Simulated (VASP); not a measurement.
# As (Fm-3m) in VASP: further runs

The runs below take As through single point, with RPBE.

All numbers are computed with VASP 6.6.1; they aren't measurements. Logs are shortened: lines on timing, memory, paths and dates and some standing lists are left out, and cuts for length are marked.

## (1) The crystal as given

It takes space group Fm-3m (No. 225, cubic). The conventional cell has a = 4.291 Å, b = 4.291 Å, c = 4.291 Å, α = 90.00°, β = 90.00°, γ = 90.00°. Around As (site symmetry m-3m) lie 12 As at 3.03 Å.

This isn't the form of As at room conditions, which is rhombohedral.

## (2) Single point, RPBE

Input file INCAR:

```
PREC = Accurate
ENCUT = 520
EDIFF = 1E-6
ISMEAR = -1
SIGMA = 0.1
LREAL = F
LASPH = T
NELM = 100
ALGO = Normal
ISIF = 2
LWAVE = F
LCHARG = F
GGA = RP
NBANDS = 8
```

Input file KPOINTS:

```
regular mesh
0
Gamma
  21 21 21
```

Input file POSCAR:

```
As
1.0
    0.0000000000      2.1452638109      2.1452638109
    2.1452638109      0.0000000000      2.1452638109
    2.1452638109      2.1452638109      0.0000000000
As
1
Direct
    0.0000000000      0.0000000000      0.0000000000
```

Potentials or basis: VASP PAW PBE potentials, release 64 (As).

Run with:

```console
$ cat potpaw_PBE.64/As/POTCAR > POTCAR
$ mpirun -np 1 vasp_std > vasp.out
```

OUTCAR:

```text
PREC = Accurate
   ENCUT = 520
   EDIFF = 1E-6
   ISMEAR = -1
   LREAL = F
   LASPH = T
   NELM = 100
   ISIF = 2
   GGA = RP

 ion  position               nearest neighbor table
   1  0.000  0.000  0.000-

  LATTYP: Found a face centered cubic cell.
 ALAT       =     4.2905276218

  Lattice vectors:

 A1 = (   0.0000000000,   2.1452638109,   2.1452638109)
 A2 = (   2.1452638109,   0.0000000000,   2.1452638109)
 A3 = (   2.1452638109,   2.1452638109,   0.0000000000)

Analysis of symmetry for initial positions (statically):
=====================================================================
 Subroutine PRICEL returns:
 Original cell was already a primitive cell.

 Routine SETGRP: Setting up the symmetry group for a
 face centered cubic supercell.

 Subroutine GETGRP returns: Found 48 space group operations
 (whereof 48 operations were pure point group operations)
 out of a pool of 48 trial point group operations.

The static configuration has the point symmetry O_h .

Analysis of symmetry for dynamics (positions and initial velocities):
=====================================================================
 Subroutine PRICEL returns:
 Original cell was already a primitive cell.

 Routine SETGRP: Setting up the symmetry group for a
 face centered cubic supercell.

 Subroutine GETGRP returns: Found 48 space group operations
 (whereof 48 operations were pure point group operations)
 out of a pool of 48 trial point group operations.

The dynamic configuration has the point symmetry O_h .

 Subroutine INISYM returns: Found 48 space group operations
 (whereof 48 operations are pure point group operations),
 and found     1 'primitive' translations

----------------------------------------------------------------------------------------

                                     Primitive cell

  volume of cell :      19.7457

  direct lattice vectors                    reciprocal lattice vectors
     0.000000000  2.145263811  2.145263811    -0.233071568  0.233071568  0.233071568
     2.145263811  0.000000000  2.145263811     0.233071568 -0.233071568  0.233071568
     2.145263811  2.145263811  0.000000000     0.233071568  0.233071568 -0.233071568

  length of vectors
     3.033861176  3.033861176  3.033861176     0.403691797  0.403691797  0.403691797

  position of ions in fractional coordinates (direct lattice)
     0.000000000  0.000000000  0.000000000

  ion indices of the primitive-cell ions
   primitive index   ion index
                 1           1

----------------------------------------------------------------------------------------

 KPOINTS: regular mesh

Automatic generation of k-mesh.
 Grid dimensions read from file:
 generate k-points for:   21   21   21

 Generating k-lattice:

  Cartesian coordinates                     Fractional coordinates (reciprocal lattice)
    -0.011098646  0.011098646  0.011098646     0.047619048  0.000000000  0.000000000
     0.011098646 -0.011098646  0.011098646     0.000000000  0.047619048  0.000000000
     0.011098646  0.011098646 -0.011098646     0.000000000  0.000000000  0.047619048

  Length of vectors
     0.019223419  0.019223419  0.019223419

  Shift w.r.t. Gamma in fractional coordinates (k-lattice)
     0.000000000  0.000000000  0.000000000

 Subroutine IBZKPT returns following result:
 ===========================================

 Found    286 irreducible k-points:

 Following reciprocal coordinates:
            Coordinates               Weight
  0.000000  0.000000  0.000000      1.000000
  0.047619  0.000000  0.000000      8.000000
  0.095238  0.000000  0.000000      8.000000
  0.142857  0.000000  0.000000      8.000000
  0.190476  0.000000  0.000000      8.000000
  0.238095  0.000000  0.000000      8.000000
[... 16 lines left out ...]
 -0.428571  0.047619  0.000000     24.000000
 -0.380952  0.047619  0.000000     24.000000
 [... further k-points ...]
   k-points           NKPTS =    286   k-points in BZ     NKDIM =    286   number of bands    NBANDS=      8
   number of dos      NEDOS =    301   number of ions     NIONS =      1
   total plane-waves  NPLWV =  13824
   dimension x,y,z NGX =    24 NGY =   24 NGZ =   24
   dimension x,y,z NGXF=    48 NGYF=   48 NGZF=   48
   ions per type =               1
   NGX,Y,Z   is equivalent  to a cutoff of  13.15, 13.15, 13.15 a.u.
   NGXF,Y,Z  is equivalent  to a cutoff of  26.30, 26.30, 26.30 a.u.
 SYSTEM =  unknown system
   PREC   = accura    normal or accurate (medium, high low for compatibility)
   ISTART =      0    job   : 0-new  1-cont  2-samecut
   ICHARG =      2    charge: 1-file 2-atom 10-const
   ISPIN  =      1    spin polarized calculation?
   LNONCOLLINEAR =      F non collinear calculations
   LSORBIT =      F    spin-orbit coupling
   LASPH  =      T    aspherical Exc in radial PAW
   ENCUT  =  520.0 eV  38.22 Ry    6.18 a.u.   5.64  5.64  5.64*2*pi/ulx,y,z
   NELM   =    100;   NELMIN=  2; NELMDL= -5     # of ELM steps
   EDIFF  = 0.1E-05   stopping-criterion for ELM
   LREAL  =      F    real-space projection
   EDIFFG = 0.1E-04   stopping-criterion for IOM
   NSW    =      0    number of steps for IOM
   IBRION =     -1    ionic relax: 0-MD 1-quasi-New 2-CG
   NFREE  =      0    steps in history (QN), initial steepest desc. (CG)
   ISIF   =      2    stress and relaxation
   ISYM   =      2    0-nonsym 1-usesym 2-fastsym
   POTIM  = 0.5000    time-step for ionic-motion
   TEBEG  =    0.0;   TEEND  =   0.0 temperature during run
   PSTRESS=    0.0 pullay stress
   NELECT =       5.0000    total number of electrons
   NUPDOWN=      -1.0000    fix difference up-down
   EMIN   =  10.00;   EMAX   =-10.00  energy-range for DOS
   EFERMI =   0.00;   METHOD = LEGACY
   ISMEAR =    -1;   SIGMA  =   0.10  broadening in eV -4-tet -1-fermi 0-gaus
   EFERMI_NEDOS =   21; number of points for ismear=-14 and -15
   IALGO  =     38    algorithm
   IMIX   =      4    mixing-type and parameters
     AMIX     =   0.40;   BMIX     =  1.00
     AMIX_MAG =   1.60;   BMIX_MAG =  1.00
  volume/ion in A,a.u.               =      19.75       133.25
  Fermi-wavevector in a.u.,A,eV,Ry     =   1.035716  1.957220 14.595081  1.072708
  Thomas-Fermi vector in A             =   2.170073
   LORBIT       =      0    0 simple, 1 ext, 2 COOP (PROOUT), +10 PAW based schemes
   GGA     = RP    functional components
   LHFCALC =     F    Hartree Fock is set to
   AEXX    =    0.0000 exact exchange contribution
   IVDW    =     0    specifies the selected vdW correction
   LEPSILON=     F    determine dielectric tensor
   LRPA    =     F    only Hartree local field effects (RPA)
 non-spin polarized calculation
  energy-cutoff  :      520.00
  volume of cell :       19.75
 maximum number of plane-waves:       544
   NGX = 11   NGY = 11   NGZ = 11

 number of electron       5.0000001 magnetization

 Free energy of the ion-electron system (eV)
  ---------------------------------------------------
  ext. energy  EPLUGINS =         0.00000000
  ---------------------------------------------------
  free energy    TOTEN  =        -3.74619429 eV

  energy without entropy =       -3.72741546  energy(sigma->0) =       -3.73680488

 E-fermi :   6.2636     XC(G=0): -10.5861

 val. band max:        6.2308896989   @ k =  -0.1905   0.0952   0.0000
 cond. band min:       6.2712653392   @ k =  -0.4762   0.2381   0.0952
 fundamental gap:      0.0403756403
 Fermi energy:         6.2635955657

 k-point     1 :       0.0000    0.0000    0.0000
  band No.  band energies     occupation
      1      -8.5834      2.00000
      2      11.7462      0.00000
      3      11.7462      0.00000
      4      11.7462      0.00000
      5      18.4137      0.00000
      6      18.4137      0.00000
      7      18.4137      0.00000
      8      19.7810      0.00000

 k-point     2 :       0.0476    0.0000    0.0000
  band No.  band energies     occupation
      1      -8.5319      2.00000
      2      11.3013      0.00000
      3      11.6877      0.00000
      4      11.6877      0.00000
      5      18.1406      0.00000
      6      18.5274      0.00000
      7      18.5274      0.00000
      8      20.0273      0.00000

 k-point     3 :       0.0952    0.0000    0.0000
  band No.  band energies     occupation
      1      -8.3776      2.00000
      2      10.1854      0.00000
      3      11.5280      0.00000
      4      11.5280      0.00000
      5      17.6288      0.00000
      6      18.8297      0.00000
      7      18.8297      0.00000
      8      20.6839      0.00000

 k-point     4 :       0.1429    0.0000    0.0000
  band No.  band energies     occupation
      1      -8.1215      2.00000
      2       8.7459      0.00000
      3      11.3034      0.00000
      4      11.3034      0.00000
      5      17.1365      0.00000
      6      19.1845      0.00000
      7      19.1845      0.00000
      8      21.5168      0.00000

 k-point     5 :       0.1905    0.0000    0.0000
  band No.  band energies     occupation
      1      -7.7660      2.00000
      2       7.1962      0.00018
      3      11.0527      0.00000
      4      11.0527      0.00000
      5      16.7194      0.00000
      6      19.3178      0.00000
      7      19.3178      0.00000
      8      22.1696      0.00000

 k-point     6 :       0.2381    0.0000    0.0000
  band No.  band energies     occupation
      1      -7.3150      2.00000
      2       5.6438      1.99594
      3      10.8061      0.00000
      4      10.8061      0.00000
      5      16.3850      0.00000
      6      19.0604      0.00000
      7      19.0604      0.00000
      8      21.9286      0.00000

 k-point     7 :       0.2857    0.0000    0.0000
  band No.  band energies     occupation
      1      -6.7759      2.00000
      2       4.1474      2.00000
      3      10.5839      0.00000
      4      10.5839      0.00000
      5      16.1297      0.00000
      6      18.6119      0.00000
      7      18.6119      0.00000
      8      21.3154      0.00000

 k-point     8 :       0.3333    0.0000    0.0000
  band No.  band energies     occupation
      1      -6.1630      2.00000
      2       2.7484      2.00000
      3      10.3982      0.00000
      4      10.3982      0.00000
      5      15.9463      0.00000
      6      18.1631      0.00000
      7      18.1631      0.00000
      8      20.7326      0.00000

 k-point     9 :       0.3810    0.0000    0.0000
  band No.  band energies     occupation
      1      -5.5068      2.00000
      2       1.4929      2.00000
      3      10.2557      0.00000
      4      10.2557      0.00000
      5      15.8246      0.00000
      6      17.7936      0.00000
      7      17.7936      0.00000
      8      20.2611      0.00000

 k-point    10 :       0.4286    0.0000    0.0000
  band No.  band energies     occupation
      1      -4.8788      2.00000
      2       0.4612      2.00000
      3      10.1596      0.00000
      4      10.1596      0.00000
      5      15.7530      0.00000
      6      17.5356      0.00000
      7      17.5356      0.00000
      8      19.9316      0.00000
[... 78 lines left out ...]
 k-point    18 :       0.3333    0.0476    0.0000
  band No.  band energies     occupation
      1      -6.3300      2.00000
      2       3.2376      2.00000
      3      10.0541      0.00000
      4      10.3973      0.00000
      5      16.2144      0.00000
      6      17.7143      0.00000
      7      18.7979      0.00000
      8      21.4063      0.00000

 k-point    19 :       0.3810    0.0476    0.0000
  band No.  band energies     occupation
      1      -5.6840      2.00000
      2       1.9319      2.00000
      3       9.9556      0.00000
      4      10.1605      0.00000
      5      16.0886      0.00000
      6      17.3463      0.00000
      7      18.3384      0.00000
      8      21.0040      0.00000

 k-point    20 :       0.4286    0.0476    0.0000
  band No.  band energies     occupation
      1      -5.0355      2.00000
      2       0.8156      2.00000
      3       9.9183      0.00000
      4       9.9582      0.00000
      5      16.0186      0.00000
      6      17.0934      0.00000
      7      17.9657      0.00000
      8      20.6769      0.00000

 k-point    21 :       0.4762    0.0476    0.0000
  band No.  band energies     occupation
      1      -4.5117      2.00000
      2       0.0226      2.00000
      3       9.7979      0.00000
      4       9.9408      0.00000
      5      15.9996      0.00000
      6      16.9626      0.00000
      7      17.7028      0.00000
      8      20.4888      0.00000

 k-point    22 :      -0.4762    0.0476    0.0000
  band No.  band energies     occupation
      1      -4.3478      2.00000
      2      -0.2087      2.00000
      3       9.6859      0.00000
      4      10.0197      0.00000
      5      16.0178      0.00000
      6      16.9645      0.00000
      7      17.5621      0.00000
      8      20.4562      0.00000

 k-point    23 :      -0.4286    0.0476    0.0000
  band No.  band energies     occupation
      1      -4.6597      2.00000
      2       0.2383      2.00000
      3       9.6279      0.00000
      4      10.1500      0.00000
      5      16.0587      0.00000
      6      17.1113      0.00000
      7      17.5506      0.00000
      8      20.5800      0.00000

 k-point    24 :      -0.3810    0.0476    0.0000
  band No.  band energies     occupation
      1      -5.2466      2.00000
      2       1.1612      2.00000
      3       9.6285      0.00000
      4      10.3255      0.00000
      5      16.1216      0.00000
      6      17.4022      0.00000
      7      17.6705      0.00000
      8      20.8491      0.00000

 [... further k-points ...]
[... 5 lines left out ...]
  --------------------------------------------------------------------------------------
  -------------------------------------------------------------------------------------
  Total       -0.0153758     -0.0153758     -0.0153758      0.0000000      0.0000000      0.0000000
  in kB       -1.2476010     -1.2476010     -1.2476010      0.0000000      0.0000000      0.0000000
  external PRESSURE =      -1.2476010 kB  Pullay stress =       0.0000000 kB

 VOLUME and BASIS-vectors are now :
 -----------------------------------------------------------------------------
  energy-cutoff  :      520.00
  volume of cell :       19.75
      direct lattice vectors                 reciprocal lattice vectors
     0.000000000  2.145263811  2.145263811    -0.233071568  0.233071568  0.233071568
     2.145263811  0.000000000  2.145263811     0.233071568 -0.233071568  0.233071568
     2.145263811  2.145263811  0.000000000     0.233071568  0.233071568 -0.233071568

 POSITION                                       TOTAL-FORCE (eV/Angst)
 -----------------------------------------------------------------------------------
      0.00000      0.00000      0.00000         0.000000      0.000000      0.000000
 -----------------------------------------------------------------------------------
    total drift:                                0.000000     -0.000000     -0.000000

  FREE ENERGIE OF THE ION-ELECTRON SYSTEM (eV)
  ---------------------------------------------------
  free  energy   TOTEN  =        -3.7461942946 eV

  energy  without entropy=       -3.7274154633  energy(sigma->0) =       -3.73680488
```

Run time: 23 s. Hardware: 1 thread of Intel Xeon Platinum 8259CL at 2.50GHz (Skylake/Cascade Lake), shared host; peak memory 0.17 GiB.

Results:

```yaml
Free_energy: -3.7462 eV
Pressure: -0.1 GPa
Band_gap_on_the_k_mesh: none (metal or under the smearing width)
```

Levels at points of the mesh, in eV from the Fermi level:
```tsv
k point	band 1	band 2	band 3	band 4	band 5	band 6
(0.00, 0.00, 0.00)	-14.85	5.48	5.48	5.48	12.15	12.15
```

Caveat: the PAW data sets were made with another functional, which shifts forces and pressure a little.

## (3) Single point, RPBE

This run uses another cell than the first one, of 18.96 Å³/atom, 0.960 times its volume.

Input file INCAR:

```
ALGO = Fast ; EDIFF = 1E-7
ENCUT = 520 ; GGA = RP
ISIF = 2 ; ISMEAR = -1
LASPH = True ; LCHARG = False
LREAL = False ; LWAVE = False
NBANDS = 8 ; NELM = 60
PREC = Accurate ; SIGMA = 0.1
```

Input file KPOINTS:

```
k-points
0
Gamma
  14 14 14
```

Input file POSCAR:

```
As
1.0
    0.0000000000      2.1162702053      2.1162702053
    2.1162702053      0.0000000000      2.1162702053
    2.1162702053      2.1162702053      0.0000000000
As
1
Direct
    0.0000000000      0.0000000000      0.0000000000
```

Potentials or basis: VASP PAW PBE potentials, release 64 (As).

Run with:

```console
$ cat potpaw_PBE.64/As/POTCAR > POTCAR
$ mpirun -np 1 vasp_std > vasp.out
```

Wall time 14 s (1 thread of Intel Xeon Platinum 8259CL at 2.50GHz (Skylake/Cascade Lake), shared host); peak memory 0.14 GiB.

It converged, with:

```yaml
Free_energy: -3.7316 eV
Pressure: 3.1 GPa
Band_gap_on_the_k_mesh: none (metal or under the smearing width)
```

Levels at points of the mesh, in eV from the Fermi level:
```csv
k point,band 1,band 2,band 3,band 4,band 5
"(0.00, 0.00, 0.00)",-15.25,5.76,5.76,5.76,12.27
"(0.50, 0.00, 0.00)",-10.79,-6.87,4.02,4.02,9.70
"(0.50, 0.50, 0.00)",-8.89,-5.77,0.48,0.48,4.95
```

Caveat: the PAW data sets were made with another functional, which shifts forces and pressure a little.

## (4) Single point, RPBE

This run uses another cell than the first one, of 17.38 Å³/atom, 0.880 times its volume.

Input file INCAR:

```
PREC = Accurate
ENCUT = 520
EDIFF = 1E-6
ISMEAR = -1
SIGMA = 0.1
LREAL = F
LASPH = T
NELM = 100
ALGO = Normal
ISIF = 2
LWAVE = F
LCHARG = F
GGA = RP
NBANDS = 8
```

Input file KPOINTS:

```
regular mesh
0
Gamma
  14 14 14
```

Input file POSCAR:

```
As
1.0
    0.0000000000      2.0557719245      2.0557719245
    2.0557719245      0.0000000000      2.0557719245
    2.0557719245      2.0557719245      0.0000000000
As
1
Direct
    0.0000000000      0.0000000000      0.0000000000
```

Run with:

```console
$ cat potpaw_PBE.64/As/POTCAR > POTCAR
$ mpirun -np 1 vasp_std > vasp.out
```

Run time: 11 s. Hardware: 1 thread of Intel Xeon Platinum 8259CL at 2.50GHz (Skylake/Cascade Lake), shared host; peak memory 0.14 GiB.

It converged, with:

| Item | Value |
| --- | --- |
| Free energy | -3.6582 eV |
| Pressure | 12.4 GPa |
| Band gap on the k mesh | none (metal or under the smearing width) |

Levels at points of the mesh, in eV from the Fermi level:
```tsv
k point	band 1	band 2	band 3	band 4	band 5	band 6
(0.00, 0.00, 0.00)	-16.06	6.51	6.51	6.51	12.63	12.63
(0.50, 0.00, 0.00)	-11.02	-7.52	4.54	4.54	10.38	11.47
(0.50, 0.50, 0.00)	-8.83	-6.31	0.54	0.54	5.03	5.44
```

Caveat: the PAW data sets were made with another functional, which shifts forces and pressure a little.

## (5) The runs side by side

```csv
cell,k mesh,gap on the mesh (eV),pressure (GPa)
"Fm-3m, 19.75 Å³/atom",21 × 21 × 21,none,-0.1
"Fm-3m, 18.96 Å³/atom",14 × 14 × 14,none,3.1
"Fm-3m, 17.38 Å³/atom",14 × 14 × 14,none,12.4
```

Alike in all rows: task single point; level RPBE; potentials or basis VASP PAW PBE potentials, release 64 (As); no spin polarisation; cutoff (eV) 520; smearing fermi-dirac 0.1 eV.

Every run on the cell as given and a fine mesh finds a metal.

Caveats: the PAW data sets were made with another functional, which shifts forces and pressure a little.

Total energies depend on the potentials used, so only differences within one code and one set of settings carry meaning.
